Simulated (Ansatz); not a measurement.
# C6H6O: the cost of one run

Program: Ansatz 0.2.0. Level of theory: the levels named in each step. These are calculated values, not measurements.

## Step 1: Starting point

Bond lengths: O1–C2 1.361 Å, C2–C3 1.391 Å, C3–C4 1.381 Å, C4–C5 1.386 Å, C5–C6 1.384 Å, C2–C7 1.389 Å, C6–C7 1.383 Å, O1–H8 0.965 Å, C3–H9 1.078 Å, C4–H10 1.080 Å, C5–H11 1.079 Å, C6–H12 1.080 Å, C7–H13 1.083 Å. Angles (14 of 19 angles, heavy atoms first): O1–C2–C3 118.2°, O1–C2–C7 122.0°, C3–C2–C7 119.7°, C2–C3–C4 119.8°, C3–C4–C5 120.5°, C4–C5–C6 119.7°, C5–C6–C7 120.3°, C2–C7–C6 120.0°, C2–O1–H8 109.7°, C2–C3–H9 118.7°, C4–C3–H9 121.4°, C3–C4–H10 119.5°, C5–C4–H10 120.0°, C4–C5–H11 120.2°.

Structure file:

```xyz
13

O     2.2359   -0.3125   -0.2812
C     0.9012   -0.1105   -0.1058
C     0.0255   -1.1163   -0.5028
C    -1.3353   -0.9452   -0.3417
C    -1.8360    0.2218    0.2130
C    -0.9648    1.2207    0.6095
C     0.4001    1.0591    0.4525
H     2.7261    0.4565    0.0335
H     0.4319   -2.0180   -0.9326
H    -2.0102   -1.7293   -0.6515
H    -2.9004    0.3511    0.3363
H    -1.3456    2.1327    1.0453
H     1.0824    1.8402    0.7633
```

## Step 2: A rough first relaxation, PBE-D4/def2-SVP

This run stands in another session on the same molecule. It ended at:

```xyz
13

O     2.2557   -0.3266   -0.2878
C     0.9225   -0.1121   -0.1077
C     0.0348   -1.1304   -0.5105
C    -1.3447   -0.9560   -0.3463
C    -1.8595    0.2244    0.2173
C    -0.9729    1.2358    0.6171
C     0.4114    1.0736    0.4577
H     2.7395    0.4558    0.0351
H     0.4511   -2.0488   -0.9493
H    -2.0295   -1.7574   -0.6639
H    -2.9444    0.3543    0.3432
H    -1.3588    2.1670    1.0596
H     1.1054    1.8707    0.7734
```

## Step 3: Relaxation, HF/STO-3G

input.yaml reads:

```yaml
crystal:
  periodic: [false, false, false]
  atoms:
    - { symbol: O, position_ang: [2.2557053, -0.32664072, -0.28784321] }
    - { symbol: C, position_ang: [0.92253298, -0.1120754, -0.10768814] }
    - { symbol: C, position_ang: [0.03475885, -1.13040826, -0.51050111] }
    - { symbol: C, position_ang: [-1.34468291, -0.9559911, -0.34629545] }
    - { symbol: C, position_ang: [-1.85952949, 0.2244007, 0.21733226] }
    - { symbol: C, position_ang: [-0.97285539, 1.23575886, 0.61709485] }
    - { symbol: C, position_ang: [0.41141007, 1.07356291, 0.45768351] }
    - { symbol: H, position_ang: [2.73947389, 0.45582063, 0.03507569] }
    - { symbol: H, position_ang: [0.45113376, -2.04878365, -0.94934121] }
    - { symbol: H, position_ang: [-2.02946827, -1.75744144, -0.66392864] }
    - { symbol: H, position_ang: [-2.94435383, 0.35434434, 0.3431603] }
    - { symbol: H, position_ang: [-1.3587752, 2.16704145, 1.05957509] }
    - { symbol: H, position_ang: [1.10540022, 1.87071167, 0.77341608] }
basis:
  gaussian: { orbitals: STO-3G }
hamiltonian:
  xc: hf
relax:
  f_tol: 0.004
  max_steps: 150
```

Launch:

```bash
$ ansatz run input.yaml --threads 4 --pin off --max-ram 10240MiB --backend cpu --events-out ev --progress --plain --runs-dir out
```

What time and memory should one allow on 4 threads of Arm Neoverse N1, shared host?

About 4.6 s, with a peak of 0.094 GiB.
